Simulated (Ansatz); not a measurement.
# VO2: the cost of one run

Computed with Ansatz 0.2.0 (DFT PBE+U (U_eff = 2 eV on V d), plane waves, PAW, unless a step's input says otherwise).

**1. The starting structure**

The structure is tetragonal, space group P4_2/mnm (No. 136). Conventional cell: a = 4.555 Å, b = 4.555 Å, c = 2.853 Å, α = 90.00°, β = 90.00°, γ = 90.00°. V (site symmetry mmm) has 6 O at 1.92 to 1.93 Å as nearest neighbours. O (site symmetry m2m) is surrounded by 3 V at 1.92 to 1.93 Å.

As a file:

```
V O
1.0
     4.55460    0.00000    0.00000
     0.00000    4.55460    0.00000
     0.00000    0.00000    2.85280
V O
2 4
Cartesian
  0.0000 0.0000 0.0000
  2.2773 2.2773 1.4264
  1.3668 1.3668 0.0000
  0.9105 3.6441 1.4264
  3.1878 3.1878 0.0000
  3.6441 0.9105 1.4264
```

**2. Ferromagnetic start, free, symmetry kept, no search**

input.yaml

```yaml
crystal:
  lattice:
    - [4.55460075, 0.0, 0.0]
    - [0.0, 4.55460075, 0.0]
    - [0.0, 0.0, 2.85280047]
  atoms:
    - { symbol: V, position: [0.0, 0.0, 0.0], spin: 1.0 }
    - { symbol: V, position: [0.5, 0.5, 0.5], spin: 1.0 }
    - { symbol: O, position: [0.3001, 0.3001, 0.0] }
    - { symbol: O, position: [0.1999, 0.8001, 0.5] }
    - { symbol: O, position: [0.6999, 0.6999, 0.0] }
    - { symbol: O, position: [0.8001, 0.1999, 0.5] }
basis:
  ecutwfc: 420
  ecutrho_ratio: 4
kpoints:
  mp_grid: { grid: [4, 4, 7] }
hamiltonian:
  xc: pbe
  hubbard:
    sites: [{ site: 0, l: d, u_eff: 2.0 }, { site: 1, l: d, u_eff: 2.0 }]
scf:
  occupations: { method: gaussian, width: 0.05 }
  lower_state_search: "off"
  max_iter: 150
output:
  forces: true
  stress: true
  eigenvalues: true
  populations: true
  hubbard: { sites: [{ site: 0, l: d }, { site: 1, l: d }] }
magnetization:
  spin_polarized: true
```

Run with:

```console
$ ansatz run input.yaml --threads 4 --pin off --max-ram 6144MiB --backend cpu --events-out ev --progress --plain --runs-dir out
```

What time and memory should one allow on 4 threads of Arm Neoverse N1, shared host?

About 7.5 s, with a peak of 0.43 GiB.
